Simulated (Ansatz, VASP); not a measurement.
## Two plane-wave programs on AgI

```
CELL_PARAMETERS angstrom
0.00000 3.28857 3.28857
3.28857 0.00000 3.28857
3.28857 3.28857 0.00000
ATOMIC_POSITIONS crystal
Ag 0.00000 0.00000 0.00000
I 0.25000 0.25000 0.25000
```

The cell was built by a generator and needn't be a form met in nature.

Alike in both runs: task single point; functional PBE; k mesh 6 × 6 × 6; occupations fermi-dirac, width 0.02 eV; no spin polarisation.

|  | VASP | Ansatz |
| --- | --- | --- |
| version | VASP 6.6.1 | Ansatz 0.2.0 |
| potentials or method | VASP PAW PBE potentials, release 64 (Ag, I) | plane waves, PAW |
| plane-wave cutoff (eV) | 520 | 420 |
| valence electrons in the cell | 18 | 36 |

|  | VASP | Ansatz | Ansatz less VASP |
| --- | --- | --- | --- |
| gap on the k mesh at the Fermi level (eV) | 1.34 | 1.34 | -0.002 |
| pressure (GPa) | 0.6 | 0.6 | +0.06 |

The two sets of potentials don't hold the same shells in valence.

Caveats: spin-orbit coupling is left out, which moves the levels of the heavy elements. PBE gaps usually lie below the measured ones, often by a third to a half.
